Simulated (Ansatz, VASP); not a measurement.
# Nb in VASP and in Ansatz

INCAR

```
SYSTEM = Nb
  PREC = Accurate
  ENCUT = 520
  EDIFF = 1E-6
  ISMEAR = -1
  SIGMA = 0.1
  LREAL = .FALSE.
  LASPH = .TRUE.
  NELM = 100
  ALGO = Normal
  ISIF = 2
  LWAVE = .FALSE.
  LCHARG = .FALSE.
  GGA = PE
  NBANDS = 12
```

The input KPOINTS:

```
Automatic mesh
0
G
  14 14 14
  0 0 0
```

The input POSCAR:

```
Nb
1.0
    0.0000000000      2.0524874145      2.0524874145
    2.0524874145      0.0000000000      2.0524874145
    2.0524874145      2.0524874145      0.0000000000
Nb
1
Direct
    0.0000000000      0.0000000000      0.0000000000
```

Input for Ansatz:

```yaml
crystal:
  lattice:
    - [0.0, 2.0524874145, 2.0524874145]
    - [2.0524874145, 0.0, 2.0524874145]
    - [2.0524874145, 2.0524874145, 0.0]
  atoms:
    - { symbol: Nb, position: [0.0, 0.0, 0.0] }
hamiltonian:
  xc: pbe
  pseudopotentials:
    kind: paw
    azcp:
      Nb: "pseudopotentials/Nb.paw.azcp"
basis:
  ecutwfc: 420
  fft_grid_basis: typed
kpoints:
  mp_grid: { grid: [14, 14, 14], shift: [0, 0, 0] }
magnetization:
  spin_polarized: false
scf:
  occupations: { method: fermi_dirac, width: 0.1 }
  lower_state_search: "off"
output:
  stress: true
  write_density: true
  write_potential: true
  elf: true
  volumetric_format: npy
```

Alike in both runs: task single point; functional PBE; k mesh 14 × 14 × 14; occupations fermi-dirac, width 0.1 eV; no spin polarisation.

|  | VASP | Ansatz |
| --- | --- | --- |
| version | VASP 6.6.1 | Ansatz 0.2.0 |
| potentials or method | VASP PAW PBE potentials, release 64 (Nb_sv) | plane waves (420 eV) with PAW, scalar-relativistic |
| plane-wave cutoff (eV) | 520 | 420 |
| valence electrons in the cell | 13 | 13 |

Ansatz gave:

| Item | Value |
| --- | --- |
| pressure (GPa) | 15.5 |

Q: What did VASP give for the same quantities?

A: Pressure (GPa): 15.1.

Caveats: so large a pressure means that the cell lies far from this level's equilibrium, or that cutoff or potentials fall short (VASP).
